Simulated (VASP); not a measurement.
# Hf (Pm-3m) in VASP: single point with LDA

Aim: the single point of Hf with LDA.

Everything below comes from runs of VASP 6.6.1. Logs are shortened: lines on timing, memory, paths and dates and some standing lists are left out, and cuts for length are marked.

### 1 Starting point

Symmetry: Pm-3m, No. 221, cubic system. The conventional cell has a = 2.833 Å, b = 2.833 Å, c = 2.833 Å, α = 90.00°, β = 90.00°, γ = 90.00°. Hf (site symmetry m-3m) is surrounded by 6 Hf at 2.83 Å.

The cell was built by a generator and needn't be a form met in nature.

### 2 Single point, LDA

File INCAR:

```
SYSTEM = Hf
PREC = Accurate
ENCUT = 520
EDIFF = 1E-6
ISMEAR = -1
SIGMA = 0.05
LREAL = .FALSE.
LASPH = .TRUE.
NELM = 100
ALGO = Fast
ISIF = 2
LWAVE = .FALSE.
LCHARG = .FALSE.
NBANDS = 11
```

File KPOINTS:

```
Automatic mesh
0
G
  7 7 7
  0 0 0
```

File POSCAR:

```
Hf
1.0
    2.8326474162      0.0000000000      0.0000000000
    0.0000000000      2.8326474162      0.0000000000
    0.0000000000      0.0000000000      2.8326474162
Hf
1
Direct
    0.0000000000      0.0000000000      0.0000000000
```

Potentials or basis: VASP PAW LDA potentials, release 64 (Hf_pv).

Launch:

```bash
$ cat potpaw_LDA.64/Hf_pv/POTCAR > POTCAR
$ mpirun -np 1 vasp_std > vasp.out
```

OUTCAR:

```text
SYSTEM = Hf
   PREC = Accurate
   ENCUT = 520
   EDIFF = 1E-6
   ISMEAR = -1
   LREAL = .FALSE.
   LASPH = .TRUE.
   NELM = 100
   ISIF = 2

 ion  position               nearest neighbor table
   1  0.000  0.000  0.000-

  LATTYP: Found a simple cubic cell.
 ALAT       =     2.8326474162

  Lattice vectors:

 A1 = (   2.8326474162,   0.0000000000,   0.0000000000)
 A2 = (   0.0000000000,   2.8326474162,   0.0000000000)
 A3 = (   0.0000000000,   0.0000000000,   2.8326474162)

Analysis of symmetry for initial positions (statically):
=====================================================================
 Subroutine PRICEL returns:
 Original cell was already a primitive cell.

 Routine SETGRP: Setting up the symmetry group for a
 simple cubic supercell.

 Subroutine GETGRP returns: Found 48 space group operations
 (whereof 48 operations were pure point group operations)
 out of a pool of 48 trial point group operations.

The static configuration has the point symmetry O_h .

Analysis of symmetry for dynamics (positions and initial velocities):
=====================================================================
 Subroutine PRICEL returns:
 Original cell was already a primitive cell.

 Routine SETGRP: Setting up the symmetry group for a
 simple cubic supercell.

 Subroutine GETGRP returns: Found 48 space group operations
 (whereof 48 operations were pure point group operations)
 out of a pool of 48 trial point group operations.

The dynamic configuration has the point symmetry O_h .

 Subroutine INISYM returns: Found 48 space group operations
 (whereof 48 operations are pure point group operations),
 and found     1 'primitive' translations

----------------------------------------------------------------------------------------

                                     Primitive cell

  volume of cell :      22.7289

  direct lattice vectors                    reciprocal lattice vectors
     2.832647416  0.000000000  0.000000000     0.353026640  0.000000000  0.000000000
     0.000000000  2.832647416  0.000000000     0.000000000  0.353026640  0.000000000
     0.000000000  0.000000000  2.832647416     0.000000000  0.000000000  0.353026640

  length of vectors
     2.832647416  2.832647416  2.832647416     0.353026640  0.353026640  0.353026640

  position of ions in fractional coordinates (direct lattice)
     0.000000000  0.000000000  0.000000000

  ion indices of the primitive-cell ions
   primitive index   ion index
                 1           1

----------------------------------------------------------------------------------------

 KPOINTS: Automatic mesh

Automatic generation of k-mesh.
 Grid dimensions read from file:
 generate k-points for:    7    7    7

 Generating k-lattice:

  Cartesian coordinates                     Fractional coordinates (reciprocal lattice)
     0.050432377  0.000000000  0.000000000     0.142857143  0.000000000  0.000000000
     0.000000000  0.050432377  0.000000000     0.000000000  0.142857143  0.000000000
     0.000000000  0.000000000  0.050432377     0.000000000  0.000000000  0.142857143

  Length of vectors
     0.050432377  0.050432377  0.050432377

  Shift w.r.t. Gamma in fractional coordinates (k-lattice)
     0.000000000  0.000000000  0.000000000

 Subroutine IBZKPT returns following result:
 ===========================================

 Found     20 irreducible k-points:

 Following reciprocal coordinates:
            Coordinates               Weight
  0.000000  0.000000  0.000000      1.000000
  0.142857  0.000000  0.000000      6.000000
  0.285714  0.000000  0.000000      6.000000
  0.428571  0.000000  0.000000      6.000000
  0.142857  0.142857  0.000000     12.000000
  0.285714  0.142857  0.000000     24.000000
[... 12 lines left out ...]
  0.428571  0.428571  0.285714     24.000000
  0.428571  0.428571  0.428571      8.000000
   k-points           NKPTS =     20   k-points in BZ     NKDIM =     20   number of bands    NBANDS=     11
   number of dos      NEDOS =    301   number of ions     NIONS =      1
   total plane-waves  NPLWV =  13824
   dimension x,y,z NGX =    24 NGY =   24 NGZ =   24
   dimension x,y,z NGXF=    48 NGYF=   48 NGZF=   48
   ions per type =               1
   NGX,Y,Z   is equivalent  to a cutoff of  14.09, 14.09, 14.09 a.u.
   NGXF,Y,Z  is equivalent  to a cutoff of  28.17, 28.17, 28.17 a.u.
 SYSTEM =  Hf
   PREC   = accura    normal or accurate (medium, high low for compatibility)
   ISTART =      0    job   : 0-new  1-cont  2-samecut
   ICHARG =      2    charge: 1-file 2-atom 10-const
   ISPIN  =      1    spin polarized calculation?
   LNONCOLLINEAR =      F non collinear calculations
   LSORBIT =      F    spin-orbit coupling
   LASPH  =      T    aspherical Exc in radial PAW
   ENCUT  =  520.0 eV  38.22 Ry    6.18 a.u.   5.27  5.27  5.27*2*pi/ulx,y,z
   NELM   =    100;   NELMIN=  2; NELMDL= -5     # of ELM steps
   EDIFF  = 0.1E-05   stopping-criterion for ELM
   LREAL  =      F    real-space projection
   EDIFFG = 0.1E-04   stopping-criterion for IOM
   NSW    =      0    number of steps for IOM
   IBRION =     -1    ionic relax: 0-MD 1-quasi-New 2-CG
   NFREE  =      0    steps in history (QN), initial steepest desc. (CG)
   ISIF   =      2    stress and relaxation
   ISYM   =      2    0-nonsym 1-usesym 2-fastsym
   POTIM  = 0.5000    time-step for ionic-motion
   TEBEG  =    0.0;   TEEND  =   0.0 temperature during run
   PSTRESS=    0.0 pullay stress
   NELECT =      10.0000    total number of electrons
   NUPDOWN=      -1.0000    fix difference up-down
   EMIN   =  10.00;   EMAX   =-10.00  energy-range for DOS
   EFERMI =   0.00;   METHOD = LEGACY
   ISMEAR =    -1;   SIGMA  =   0.05  broadening in eV -4-tet -1-fermi 0-gaus
   EFERMI_NEDOS =   21; number of points for ismear=-14 and -15
   IALGO  =     68    algorithm
   IMIX   =      4    mixing-type and parameters
     AMIX     =   0.40;   BMIX     =  1.00
     AMIX_MAG =   1.60;   BMIX_MAG =  1.00
  volume/ion in A,a.u.               =      22.73       153.38
  Fermi-wavevector in a.u.,A,eV,Ry     =   1.245133  2.352960 21.093867  1.550355
  Thomas-Fermi vector in A             =   2.379369
   LORBIT       =      0    0 simple, 1 ext, 2 COOP (PROOUT), +10 PAW based schemes
   GGA     = CA    functional components
   LHFCALC =     F    Hartree Fock is set to
   AEXX    =    0.0000 exact exchange contribution
   IVDW    =     0    specifies the selected vdW correction
   LEPSILON=     F    determine dielectric tensor
   LRPA    =     F    only Hartree local field effects (RPA)
 non-spin polarized calculation
 RMM-DIIS sequential band-by-band and
  energy-cutoff  :      520.00
  volume of cell :       22.73
 maximum number of plane-waves:       621
 NGX is ok and might be reduce to    24
   NGX = 11   NGY = 11   NGZ = 11

 number of electron      10.0000000 magnetization

 number of electron       9.9999999 magnetization

 Free energy of the ion-electron system (eV)
  ---------------------------------------------------
  ext. energy  EPLUGINS =         0.00000000
  ---------------------------------------------------
  free energy    TOTEN  =        -9.62925103 eV

  energy without entropy =       -9.60788287  energy(sigma->0) =       -9.61856695

 E-fermi :   4.1190     XC(G=0): -11.2976

 val. band max:        4.0942650156   @ k =   0.2857   0.2857   0.1429
 cond. band min:       4.1272462539   @ k =   0.4286   0.2857   0.2857
 fundamental gap:      0.0329812383
 Fermi energy:         4.1190206766

 k-point     1 :       0.0000    0.0000    0.0000
  band No.  band energies     occupation
      1     -25.3338      2.00000
      2     -25.3338      2.00000
      3     -25.3338      2.00000
      4      -2.4354      2.00000
      5       2.5531      2.00000
      6       2.5531      2.00000
      7      11.2080      0.00000
      8      11.2080      0.00000
      9      11.2080      0.00000
     10      17.8865      0.00000
     11      17.9072      0.00000

 k-point     2 :       0.1429    0.0000    0.0000
  band No.  band energies     occupation
      1     -25.5794      2.00000
      2     -25.3130      2.00000
      3     -25.3130      2.00000
      4      -1.8721      2.00000
      5       2.7172      2.00000
      6       3.1211      2.00000
      7      10.1508      0.00000
      8      10.1508      0.00000
      9      11.2844      0.00000
     10      15.7046      0.00000
     11      16.6105      0.00000

 k-point     3 :       0.2857    0.0000    0.0000
  band No.  band energies     occupation
      1     -26.1006      2.00000
      2     -25.2660      2.00000
      3     -25.2660      2.00000
      4      -0.5481      2.00000
      5       3.1180      2.00000
      6       4.3111      0.04202
      7       8.5063      0.00000
      8       8.5063      0.00000
      9      11.4614      0.00000
     10      13.6262      0.00000
     11      16.6060      0.00000

 k-point     4 :       0.4286    0.0000    0.0000
  band No.  band energies     occupation
      1     -26.4918      2.00000
      2     -25.2280      2.00000
      3     -25.2280      2.00000
      4       0.7807      2.00000
      5       3.4798      1.99999
      6       4.5391      0.00045
      7       7.5143      0.00000
      8       7.5143      0.00000
      9      11.6092      0.00000
     10      14.2873      0.00000
     11      17.5682      0.00000
[... 183 lines left out ...]
 k-point    18 :       0.4286    0.2857    0.2857
  band No.  band energies     occupation
      1     -26.2918      2.00000
      2     -25.8871      2.00000
      3     -25.8561      2.00000
      4       2.3961      2.00000
      5       4.1272      0.91793
      6       4.5747      0.00022
      7       7.5599      0.00000
      8       8.0608      0.00000
      9      11.3973      0.00000
     10      15.5579      0.00000
     11      16.7265      0.00000

 k-point    19 :       0.4286    0.4286    0.2857
  band No.  band energies     occupation
      1     -26.2398      2.00000
      2     -26.2333      2.00000
      3     -25.8237      2.00000
      4       2.0735      2.00000
      5       3.8889      1.98014
      6       4.0502      1.59678
      7       7.8405      0.00000
      8      11.5530      0.00000
      9      12.3020      0.00000
     10      14.0570      0.00000
     11      16.2295      0.00000

 k-point    20 :       0.4286    0.4286    0.4286
  band No.  band energies     occupation
      1     -26.1891      2.00000
      2     -26.1803      2.00000
      3     -26.1803      2.00000
      4       2.5858      2.00000
      5       2.9552      2.00000
      6       2.9552      2.00000
      7      11.9334      0.00000
      8      11.9334      0.00000
      9      12.1372      0.00000
     10      13.4559      0.00000
     11      17.3827      0.00000

------------------------ aborting loop because EDIFF is reached ----------------------------------------

  FORCE on cell =-STRESS in cart. coord.  units (eV):
  Direction    XX          YY          ZZ          XY          YZ          ZX
  --------------------------------------------------------------------------------------
  -------------------------------------------------------------------------------------
  Total       -0.1332776     -0.1332776     -0.1332776      0.0000000      0.0000000     -0.0000000
  in kB       -9.3948588     -9.3948588     -9.3948588      0.0000000      0.0000000     -0.0000000
  external PRESSURE =      -9.3948588 kB  Pullay stress =       0.0000000 kB

 VOLUME and BASIS-vectors are now :
 -----------------------------------------------------------------------------
  energy-cutoff  :      520.00
  volume of cell :       22.73
      direct lattice vectors                 reciprocal lattice vectors
     2.832647416  0.000000000  0.000000000     0.353026640  0.000000000  0.000000000
     0.000000000  2.832647416  0.000000000     0.000000000  0.353026640  0.000000000
     0.000000000  0.000000000  2.832647416     0.000000000  0.000000000  0.353026640

 POSITION                                       TOTAL-FORCE (eV/Angst)
 -----------------------------------------------------------------------------------
      0.00000      0.00000      0.00000         0.000000      0.000000      0.000000
 -----------------------------------------------------------------------------------
    total drift:                                0.000000      0.000000      0.000000

  FREE ENERGIE OF THE ION-ELECTRON SYSTEM (eV)
  ---------------------------------------------------
  free  energy   TOTEN  =        -9.6292510341 eV

  energy  without entropy=       -9.6078828736  energy(sigma->0) =       -9.61856695
```

It took 6.7 s on 1 thread of Intel Xeon Platinum 8488C (Sapphire Rapids), shared host; peak memory 0.12 GiB.

What came out:

| Property | Result |
| --- | --- |
| Free energy | -9.6293 eV |
| Pressure | -0.9 GPa |
| Band gap on the k mesh | none (metal or under the smearing width) |

Spin-orbit coupling is left out, which matters for the levels of Hf.
